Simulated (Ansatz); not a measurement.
# Nb(100) slab, 3 layers: from the cell to its phonons, part 2 of 2

Wanted: phonon frequencies of Nb(100) slab, 3 layers and what follows from them.

Ansatz 0.2.0; DFT PBE, scalar-relativistic, plane waves, PAW.

So far. Step 2 (Coarse relaxation): The program solves this slab on a cell height of its own, 30.4 Å, in place of the one typed.

## (4) Tight relaxation

Phonons need a cell at rest on their own settings, so the relaxation is repeated with tight tolerances on forces and stress on the k mesh and occupations of the first response run.

File input.yaml:

```yaml
crystal:
  lattice:
    - [3.2699949778, 0.0, 0.0]
    - [0.0, 3.2699949778, 0.0]
    - [0.0, 0.0, 30.4000004]
  atoms:
    - { symbol: Nb, position: [0.0, 0.0, 0.2202723324] }
    - { symbol: Nb, position: [0.5, 0.5, 0.2680921017] }
    - { symbol: Nb, position: [0.0, 0.0, 0.3159118711] }
  periodic: [true, true, false]
kpoints:
  mp_grid: { grid: [12, 12, 1] }
hamiltonian:
  xc: pbe
scf:
  occupations: { method: methfessel_paxton, width: 0.15 }
output:
  forces: true
  stress: true
  eigenvalues: true
  write_density: true
  write_potential: true
  elf: true
  volumetric_format: npy
relax:
  adjacent_minimum: "off"
  f_tol: 0.001
  max_steps: 60
  cell: { stress_2d_tol: 0.002 }
```

Launch:

```
$ ansatz run input.yaml --threads 8 --pin off --max-ram 14336MiB --backend cpu --events-out ev --progress --plain --runs-dir out
```

Numbers of over 12 decimals in the logs are rounded to 6 here.

The log of the run:

```text
[...]
Crystal: 3 atoms, lattice volume = 325.063 Å³
Basis set: ecut = 420 eV, 6453 PW (Γ), exchange–correlation on 48×48×432 points (8 copies of the dense FFT grid, shifted against one another)
Bands: 24, of which v1, the nominal top of the filled ones, is band 20 counted from 1 (19 counted from 0)
Symmetry: 16 space group operations
[...]
k-points: 28 of 144
[...]
k-point 27: bands = [... 16 lower, -4.9768, -4.7951, -4.7951, -2.0712, -2.0712, -1.6361, -0.9851, -0.2852]
--- Relaxed structure (3 steps of the walk, 2 accepted, 1 SCFs on fresh bases) ---
[...]
cell:  # Å, volume = 325.0705 Å³
    - [3.270032, 0, 0]
    - [0, 3.270032, 0]
    - [0, 0, 30.4000004]
  atoms:
    - { symbol: Nb, position: [0, 0, 0.220299] }
    - { symbol: Nb, position: [0.5, 0.5, 0.268092] }
    - { symbol: Nb, position: [0, 0, 0.315885] }
[key lines of the parts left out:]
SCF converged after 8 iterations
Free energy (F): -13653.841552 eV
Fermi energy:    -3.626578 eV
P = ½ c Tr σ = -0.0003 N/m
```

Wall time 7.8 s (8 threads of Intel Xeon Platinum 8488C (Sapphire Rapids), shared host); peak memory 0.94 GiB.

Little changed from the start: no atom moved by 0.005 Å and no cell edge by 0.1 %.

Electrostatic potential energy in the ac plane at fractional y = 0.000, with atoms of Nb within 0.2 Å of it. With pseudopotentials it is smooth inside the atoms' cores, unlike the true potential.

Ten even steps from '_' (-51 eV) to '@' (0 eV), each cell a mean:
```
@@@@@@@@@@@@@@@@@@@@@@@@@@@@@@@@@@
@@@@@@@@@@@@@@@@@@@@@@@@@@@@@@@@@@
@@@@@@@@@@@@@@@@@@@@@@@@@@@@@@@@@@
@@@@@@@@@@@@@@@@@@@@@@@@@@@@@@@@@@
@@@@@@@@@@@@@@@@@@@@@@@@@@@@@@@@@@
@@@@@@@@@@@@@@@@@@@@@@@@@@@@@@@@@@
@@@@@@@@@@@@@@@@@@@@@@@@@@@@@@@@@@
@@@@@@@@@@@@@@@@@@@@@@@@@@@@@@@@@@
@@@@@@@@@@@@@@@@@@@@@@@@@@@@@@@@@@
@@@@@@@@@@@@@@@@@@@@@@@@@@@@@@@@@@
@@@@@@@@@@@@@@@@@@@@@@@@@@@@@@@@@@
@@@@@@@@@@@@@@@@@@@@@@@@@@@@@@@@@@
@@@@@@@@@@@@@@@@@@@@@@@@@@@@@@@@@@
@@@@@@@@@@@@@@@@@@@@@@@@@@@@@@@@@@
@@@@@@@@@@@@@@@@@@@@@@@@@@@@@@@@@@
++++**##%%%%@@@@@@@@@@@@%%%%##**++
______..--**%%@@@@@@@@%%**--..____
######%%%%@@@@@@@@@@@@@@@@%%%%####
______..--**%%@@@@@@@@%%**--..____
++++**##%%%%@@@@@@@@@@@@%%%%##**++
@@@@@@@@@@@@@@@@@@@@@@@@@@@@@@@@@@
@@@@@@@@@@@@@@@@@@@@@@@@@@@@@@@@@@
@@@@@@@@@@@@@@@@@@@@@@@@@@@@@@@@@@
@@@@@@@@@@@@@@@@@@@@@@@@@@@@@@@@@@
```
Columns run along a (3.3 Å; values clipped at the 3rd and 97th percentile), rows up along c (30.4 Å). Atoms in or near the plane, at fractional coordinates: Nb at (0.00, 0.22), Nb at (0.00, 0.32).

ELF in the ac plane at fractional y = 0.000, with atoms of Nb within 0.2 Å of it. It is the smooth field of the valence electrons, not physical close to the nuclei.

Ten even steps from '0' (0.00) to '9' (0.69), each cell a mean:
```
00000000000000000
00000000000000000
00000000000000000
00000000000000000
00000000000000000
00000000000000000
00000000000000000
00000000000000000
00000000000000000
00000000000000000
00000000000000000
00000000000000000
00000000000000000
00000000000000000
00000011111100000
55542122332212455
67997434664347997
55555666666665555
68997434664347998
55432122332212345
00000011111100000
00000000000000000
00000000000000000
00000000000000000
```
Columns run along a (3.3 Å), rows up along c (30.4 Å). Atoms in or near the plane, at fractional coordinates: Nb at (0.00, 0.22), Nb at (0.00, 0.32).

Valence density in the ac plane at fractional y = 0.000, with atoms of Nb within 0.2 Å of it. It is the smooth field of the valence electrons, not physical close to the nuclei.

Ten steps, logarithmic in the rise over the least value, from '0' (0.0 e/Å³) to '9' (4.4 e/Å³), each cell a mean:
```
00000000000000000
00000000000000000
00000000000000000
00000000000000000
00000000000000000
00000000000000000
00000000000000000
00000000000000000
00000000000000000
00000000000000000
00000000000000000
00000000000000000
00000000000000000
00000000000000000
00000000000000000
77654322222234567
99987544334457899
55554444444444555
99987544334457899
76654322222234566
00000000000000000
00000000000000000
00000000000000000
00000000000000000
```
Columns run along a (3.3 Å), rows up along c (30.4 Å). Atoms in or near the plane, at fractional coordinates: Nb at (0.00, 0.22), Nb at (0.00, 0.32).

The largest force component left is 0.16 meV/Å, within the tolerances set.

## (5) Modes at Γ

The zone centre comes first: it holds the modes that light can see, as far as symmetry allows. No field response is asked, since the mesh shows no gap.

input.yaml, the sections that differ from step 4:

```yaml
crystal:
  lattice:
    - [3.2700320031, 0.0, 0.0]
    - [0.0, 3.2700320031, 0.0]
    - [0.0, 0.0, 30.4000004]
  atoms:
    - { symbol: Nb, position: [0.0, 0.0, 0.2202992907] }
    - { symbol: Nb, position: [0.5, 0.5, 0.2680921017] }
    - { symbol: Nb, position: [0.0, 0.0, 0.3158849128] }
  periodic: [true, true, false]
output:
  eigenvalues: true
phonons:
  method: dfpt
# kpoints, hamiltonian, scf: as in step 4
# relax: removed
```

The log of the run:

```text
Warning: crystal.symmetry: narrowed to the stabiliser of the run's FFT grids — unitary ops 16 → 8. A phonons.method: dfpt run fills in the rows of the dynamical matrix that it does not solve by its symmetry operations, which is exact only for operations that map its FFT grids onto themselves: filled in by any other, the frequencies could depend on the order in which like atoms are typed, or, by more than the grids' own error, on where the crystal sits among the grids' points. Excluded: 8 operations. The run can therefore solve more perturbations, solve them on more k-points, or both, and cost more. [rest of the remark cut]
[...]
Crystal: 3 atoms, lattice volume = 325.071 Å³
Basis set: ecut = 420 eV, 6453 PW (Γ), exchange–correlation on 48×48×432 points (8 copies of the dense FFT grid, shifted against one another)
Bands: 24, of which v1, the nominal top of the filled ones, is band 20 counted from 1 (19 counted from 0)
Symmetry: 16 space group operations
k-points: 49 of 144 (irreducible under 2 space group operations, time reversal used)
[...]
SCF iter   1: F=—  HF=-13653.857450 eV  |F-HF|=—  |Δ(HF+E_count)|=         —  Δρ=3.94e-3  dr2=9.72e-2  ethr=1.77e-3  ⟨swp⟩=10.8  Hψ=17553  notcnv=0
automatic band count: the SCF goes on with 28 bands, as 24 were too few: they end inside the smearing window of the response
[...]
SCF iter   2: F=—  HF=-13653.865736 eV  |F-HF|=—  |Δ(HF+E_count)|=   8.29e-3  S|Δr|=    0.00e0  Δρ=4.47e-3  dr2=1.33e-1  ethr=2.49e-4  ⟨swp⟩=3.1  Hψ=3304  notcnv=0  defer=100
[...]
SCF iter  12: F=-13653.841552 eV  HF=-13653.841552 eV  |F-HF|=4.00e-11  |Δ(HF+E_count)|=  3.27e-11  S|Δr|=    0.00e0  Δρ=1.01e-8  dr2=8.27e-13  ethr=1.00e-12  ⟨swp⟩=7.0  Hψ=5952  notcnv=0
SCF 1 converged in 12 iterations: F = -13653.841552 eV  dr2 = 8.27e-13
[...]
DFPT response loops at Γ: preconditioner auto → none (partly filled bands, converged f_vac=0.750); β = 0.50; Broyden in place of MSR1
SCF converged after 12 iterations
[...]
Free energy (F): -13653.841552 eV
[...]
Internal energy: -13653.848802 eV  (E = F + TS)
E sigma→0 (E₀):  -13653.843365 eV
Entropy (-TS):   0.007250 eV (2.417 meV/atom)
Fermi energy:    -3.626577 eV
[...]
--- Band table (eV; the first three rows and the last of 49) ---
  k-point 0: bands = [... 16 lower, -5.0567, -3.7128, -3.5188, -3.2996, -3.2775, -3.2775, -2.9684, -2.9684, ... 4 higher]
  k-point 1: bands = [... 16 lower, -5.0414, -4.0199, -3.8492, -3.4355, -3.2739, -3.1177, -2.7088, -2.6855, ... 4 higher]
  k-point 2: bands = [... 16 lower, -4.8421, -4.4937, -4.3035, -3.8413, -3.1516, -2.7897, -2.4229, -2.2256, ... 4 higher]
  k-point 48: bands = [... 16 lower, -4.9768, -4.7951, -4.7951, -2.0712, -2.0712, -1.6361, -0.9851, -0.2852, ... 4 higher]
  ° read free of the cell's end (the report's vacuum.weakly_bound_levels)
--- Phonons (Γ-DFPT): 6 representative perturbations + reference, on 49 of 144 k-points (Σ response iterations 30) ---
  ASR residual: 6.617e-5 → 0.000e0 eV/Å²; symmetrization residual: 2.581e-5 eV/Å²
  The last average, over the group as it would stand without the narrowing to the FFT grids, took up to 4.888e-6 eV/Å² of the zone centre's force constants
  ASR residual per site (eV/Å²): 6.62e-5 4.04e-5 6.52e-5
  Γ frequencies (cm⁻¹): 0.00 0.00 0.00 104.11 104.11 210.34 240.29 240.29 257.00
  non-analytic LO–TO correction: not included (Born effective charges unavailable; polar crystals: no LO–TO splitting at Γ)
```

Run time: 32 s. Hardware: 8 threads; peak memory 1.8 GiB; 3.8 min of CPU time.

The column dr2 measures how far the density is from self-consistency, as an energy; F and HF (Harris–Foulkes) agree once it is small.

Numbers from this step:

```
sum-rule residual before enforcement                    : 6.62e-5 eV/Å²
point group                                             : 4/mmm
highest optical mode at the zone centre (no LO-TO term) : 257 cm⁻¹
lowest optical zone-centre mode                         : 104.1 cm⁻¹
```

Patterns of degenerate modes are one choice out of their space. Modes at Γ:

| mode | frequency (cm⁻¹) | symmetry |
| --- | --- | --- |
| 1 | 0.0 | acoustic |
| 2 | 0.0 | acoustic |
| 3 | 0.0 | acoustic |
| 4 | 104.1 | Eg |
| 5 | 104.1 | Eg |
| 6 | 210.3 | A1g |
| 7 | 240.3 | Eu |
| 8 | 240.3 | Eu |
| 9 | 257.0 | A2u |

Displacements in mode 4 (104.1 cm⁻¹), the largest set to 1:
```
Nb1  0.00  1.00  0.00
Nb2  0.00  0.00  0.00
Nb3  0.00 -1.00  0.00
```

Displacements in mode 9 (257.0 cm⁻¹), the largest set to 1:
```
Nb1  0.00  0.00 -0.50
Nb2  0.00  0.00  1.00
Nb3  0.00  0.00 -0.50
```

Before it was imposed, the acoustic sum rule was missed by 6.6e-5 eV/Å². Small misses are needed for a sound result but don't prove that mesh and cutoff are converged. The lowest optical mode is real, 104 cm⁻¹.

## (6) The dispersion

Stability and thermal properties need the whole zone. Linear response on a 4×4×1 q mesh gives force constants as far as a supercell of that size would.

Edit input.yaml of step 5 so:

```diff
@@ -20 +20,6 @@
   method: dfpt
+  qmesh: [4, 4, 1]
+  temperatures: { t_max: 1000, t_step: 50 }
+  qpath:
+    path: [[0.0, 0.0, 0.0], [0.0, 0.5, 0.0], [0.5, 0.5, 0.0], [0.0, 0.0, 0.0]]
+    npoints: 10
```

The log of the run:

```text
[...]
Crystal: 3 atoms, lattice volume = 325.071 Å³
Basis set: ecut = 420 eV, 6453 PW (Γ), exchange–correlation on 48×48×432 points (8 copies of the dense FFT grid, shifted against one another)
Bands: 24, of which v1, the nominal top of the filled ones, is band 20 counted from 1 (19 counted from 0)
Symmetry: 16 space group operations
k-points: 28 of 144 (irreducible under 8 space group operations)
[...]
SCF iter   1: F=—  HF=-13653.857560 eV  |F-HF|=—  |Δ(HF+E_count)|=         —  Δρ=3.93e-3  dr2=9.70e-2  ethr=1.77e-3  ⟨swp⟩=10.8  Hψ=10130  notcnv=0
[...]
SCF iter  12: F=-13653.841552 eV  HF=-13653.841552 eV  |F-HF|=2.55e-11  |Δ(HF+E_count)|=  6.91e-11  S|Δr|=    0.00e0  Δρ=5.75e-9  dr2=2.93e-13  ethr=1.00e-12  ⟨swp⟩=7.1  Hψ=3436  notcnv=0
SCF 1 converged in 12 iterations: F = -13653.841552 eV  dr2 = 2.93e-13
[...]
phonons: the bands overlap, so this run is a metal and interpolates without the dipole-dipole term. If the crystal is really an insulator or semiconductor, its LO-TO splitting is missing
NSCF: frozen V_eff on 28 k-points
[...]
DFPT response loops at q = (0, 0, 0) (fractional): preconditioner auto → none (partly filled bands, converged f_vac=0.750); β = 0.50; Broyden in place of MSR1
[...]
SCF converged after 12 iterations
[...]
Free energy (F): -13653.841552 eV
[...]
Internal energy: -13653.848802 eV  (E = F + TS)
E sigma→0 (E₀):  -13653.843365 eV
Entropy (-TS):   0.007250 eV (2.417 meV/atom)
Fermi energy:    -3.626578 eV
[...]
--- Band table (eV; the first three rows and the last of 28) ---
  k-point 0: bands = [... 16 lower, -5.0567, -3.7128, -3.5188, -3.2996, -3.2775, -3.2775, -2.9684, -2.9684, ... 4 higher]
  k-point 1: bands = [... 16 lower, -5.0414, -4.0199, -3.8492, -3.4355, -3.2739, -3.1177, -2.7088, -2.6855, ... 4 higher]
  k-point 2: bands = [... 16 lower, -4.8421, -4.4937, -4.3035, -3.8413, -3.1516, -2.7897, -2.4229, -2.2256, ... 4 higher]
  k-point 27: bands = [... 16 lower, -4.9768, -4.7951, -4.7951, -2.0712, -2.0712, -1.6361, -0.9851, -0.2852, ... 4 higher]
  ° read free of the cell's end (the report's vacuum.weakly_bound_levels)
--- Phonons (Γ-DFPT): 6 representative perturbations + reference (Σ response iterations 27) ---
  ASR residual: 5.594e-5 → 0.000e0 eV/Å²; symmetrization residual: 1.081e-5 eV/Å²
[...]
ASR residual per site (eV/Å²): 5.59e-5 5.20e-5 5.33e-5
  Γ frequencies (cm⁻¹): 0.00 0.00 0.00 104.11 104.11 210.34 240.29 240.29 257.00
--- Phonons (arbitrary-q DFPT): 6 irreducible q on the 4×4×1 mesh ---
  q = [0.0000, 0.0000, 0.0000] (star 1, of the zone-centre solve; hermiticity 1.44e-6, symmetrization 5.48e-13, taken by the last average 1.99e-7): -0.00 0.00 0.00 104.11 104.11 210.34 240.29 240.29 257.00
  q = [0.0000, 0.2500, 0.0000] (star 4, 9 solved perturbations on 84 of 144 k-point pairs; hermiticity 1.25e-6, symmetrization 1.57e-9, taken by the last average 2.47e-7): 34.66 52.06 100.35 117.39 146.00 179.84 221.74 238.15 238.17
[...]
q = [0.2500, 0.2500, 0.0000] (star 4, 6 solved perturbations in 666 linear systems a pass and spin channel, the states on 144 of 144 k-point pairs; hermiticity 1.35e-6, symmetrization 1.95e-9, taken by the last average 2.13e-7): 67.21 105.05 113.43 122.24 143.52 165.90 225.72 239.75 247.76
[...]
sum rule: each row above includes the acoustic sum rule's correction from the zone centre's row sums; it moved no ω² by more than (0.40 cm⁻¹)²
  mesh force constants: q→R imaginary residual 2.37e-18; ASR residual 5.594e-5 → 0.000e0 eV/Å²; symmetrization residual 3.553e-15 eV/Å²
  interpolated dispersion: 31 rows × 9 modes
  density of states and harmonic sums: on the 20×20×1 q-mesh, interpolated from the force constants of a 4×4×1 supercell (no non-analytic term)
  largest difference from the sums on the solved wave vectors: F 3.69e-2 eV, S 4.72e-5 and C_V 1.03e-5 eV/K
  zero-point energy: 0.087188 eV/cell   skipped modes (ω ≤ 0): 8, of them read as no rigid motion or as one in doubt: 5 (6.000e-2 modes/cell left out, lowest -11.70 cm⁻¹)   left out of the sums: 7.50e-3 of the cell's modes: C_V's classical limit lies that fraction below 3 k_B per atom; for a crystal, a wire or a layer, F and S can be off by more, and a phonons.interpolated_qmesh denser along its periods is the remedy for the sampling
```

Elapsed: 4.5 min, on 8 threads; peak memory 3 GiB.

This step gave:

| Quantity | Value |
| --- | --- |
| sum-rule residual before enforcement | 5.59e-5 eV/Å² |
| lowest frequency on the path | -11.70 cm⁻¹ |
| highest frequency on the path or at a solved wavevector | 272.9 cm⁻¹ |
| lowest mode on the q mesh (acoustic modes at Γ apart) | 34.66 cm⁻¹ |

Frequencies (cm⁻¹) solved at each irreducible wavevector; negative means imaginary. Frequencies by wavevector, by row:

| q in reciprocal lattice units | star | mode 1 | mode 2 | mode 3 | mode 4 | mode 5 | mode 6 | mode 7 | mode 8 | mode 9 |
| --- | --- | --- | --- | --- | --- | --- | --- | --- | --- | --- |
| 0 0 0 | 1 | 0 | 0 | 0 | 104.1 | 104.1 | 210.3 | 240.3 | 240.3 | 257 |
| 0 0.25 0 | 4 | 34.7 | 52.1 | 100.3 | 117.4 | 146 | 179.8 | 221.7 | 238.2 | 238.2 |
| 0 -0.5 0 | 2 | 55.5 | 104 | 122 | 151.7 | 153.1 | 155.1 | 182.8 | 209.3 | 269 |
| 0.25 0.25 0 | 4 | 67.2 | 105 | 113.4 | 122.2 | 143.5 | 165.9 | 225.7 | 239.8 | 247.8 |
| 0.25 -0.5 0 | 4 | 75.9 | 114.5 | 131.2 | 132.6 | 162.1 | 167.8 | 197.9 | 225.3 | 271.9 |
| -0.5 -0.5 0 | 1 | 106.2 | 106.2 | 133.9 | 133.9 | 170.3 | 177.5 | 203.1 | 255.7 | 255.7 |

Interpolated from a 4×4×1 q mesh. The phonon branches at the labelled points (cm⁻¹):

| point | branch 1 | branch 2 | branch 3 | branch 4 | branch 5 | branch 6 | branch 7 | branch 8 | branch 9 |
| --- | --- | --- | --- | --- | --- | --- | --- | --- | --- |
| Γ | 0 | 0 | 0 | 104 | 104 | 210 | 240 | 240 | 257 |
| halfway | 35 | 52 | 100 | 117 | 146 | 180 | 222 | 238 | 238 |
| X | 56 | 104 | 122 | 152 | 153 | 155 | 183 | 209 | 269 |
| halfway | 76 | 114 | 131 | 133 | 162 | 168 | 198 | 225 | 272 |
| M | 106 | 106 | 134 | 134 | 170 | 178 | 203 | 256 | 256 |
| halfway | 67 | 105 | 113 | 122 | 144 | 166 | 226 | 240 | 248 |
| Γ | 0 | 0 | 0 | 104 | 104 | 210 | 240 | 240 | 257 |

The phonon branches as a text plot (rows in cm⁻¹):

```
    267 |            *****************
    255 |******     *                 **************       ******
    243 |****  *****                **            *********   ***
    231 |  *****  **              **                **********
    220 |       **  ***        ***                **
    208 |****     ***  ********        ******   **            ***
    196 |    **      **     ** ********      ***           ***
    184 |      ***     *****                             **
    172 |         ***            *****************     **
    160 |            ***************            *******
    148 |       **************                    *****
    137 |      *     **       ***************          **
    125 |    **     *  ********** **  *    *******************
    113 | *************     *************  ************    *****
    101 |**     **     *****             **     **  *****       *
     89 |      *     **           **              **   **
     77 |           *            *                       **
     65 |    **   **           **                   ***  **
     54 |  **   **  ***********                        **  ***
     42 |      *  **                                       ***
     30 | *  ** **                                       **   **
     18 |  **  *                                              **
      6 | *                                                ***
     -6 |******                                               ***
         Γ               X               M                      Γ
```

Tetrahedra on a 20×20×1 mesh, mean over bins of 5 cm-1. Interpolated from a 4×4×1 q mesh. Table of phonon density of states by wavenumber; read off at these points:

| wavenumber (cm⁻¹) | phonon density of states (1/cm⁻¹/cell) |
| --- | --- |
| -12 | 0.0023 |
| -2 | 0.00288 |
| 8 | 0.00325 |
| 18 | 0.00525 |
| 28 | 0.00889 |
| 38 | 0.0111 |
| 48 | 0.0152 |
| 58 | 0.0476 |
| 68 | 0.0183 |
| 78 | 0.0179 |
| 88 | 0.0188 |
| 98 | 0.0226 |
| 108 | 0.0518 |
| 118 | 0.0875 |
| 122 | 0.118 |
| 128 | 0.0579 |
| 132 | 0.0541 |
| 142 | 0.0270 |
| 152 | 0.0567 |
| 162 | 0.0727 |
| 172 | 0.0295 |
| 182 | 0.00963 |
| 192 | 0.0130 |
| 202 | 0.0511 |
| 212 | 0.0317 |
| 222 | 0.0306 |
| 232 | 0.0571 |
| 238 | 0.072 |
| 242 | 0.0423 |
| 252 | 0.0362 |
| 262 | 0.0299 |
| 272 | 0.0156 |

Symmetry leaves 6 wavevectors to solve. The lowest mode among them, the acoustic zeros apart, lies at q = (0, 0.25, 0) and is real, 34.7 cm⁻¹. Between them the interpolated path dips to 12i cm⁻¹.

## (7) What came out

| Property | Result |
| --- | --- |
| space group after relaxation (within 0.01 Å) | P4/mmm |
| area per atom | 3.56 Å² |
| electronic character | no gap on this mesh |
| highest optical mode at the zone centre (no LO-TO term) | 257 cm⁻¹ |
| lowest optical zone-centre mode | 104 cm⁻¹ |
| lowest mode on the q mesh (acoustic modes at Γ apart) | 34.7 cm⁻¹ |
| highest frequency on the path or at a solved wavevector | 273 cm⁻¹ |
| imaginary modes on the 4×4×1 q mesh | none |

What this shows: No mode is imaginary at the 6 irreducible wavevectors solved, but between them the interpolated path dips to 11.7i cm⁻¹, so stability is not settled. The optical modes at Γ span 104 to 257 cm⁻¹. With no gap, or one that is small against the smearing, the frequencies hang on the k mesh and the smearing, most of all near Kohn anomalies. In a sheet or slab the interpolated bending branch near Γ is rough, since the rotational sum rule isn't imposed. The starting cell was built on a prototype and not taken from a measurement. These are harmonic frequencies at zero temperature: anharmonic shifts, linewidths and thermal expansion are left out.

[Logs are printed without paths, hosts, clocks, repeated set-up lines and the standing remarks that a program may print on its own settings, such as how far it seeks lower states.]

[Hosts, paths, dates, database ids (printed as entryN), source tags and the programs' standing remarks are cut or masked in the printed files.]
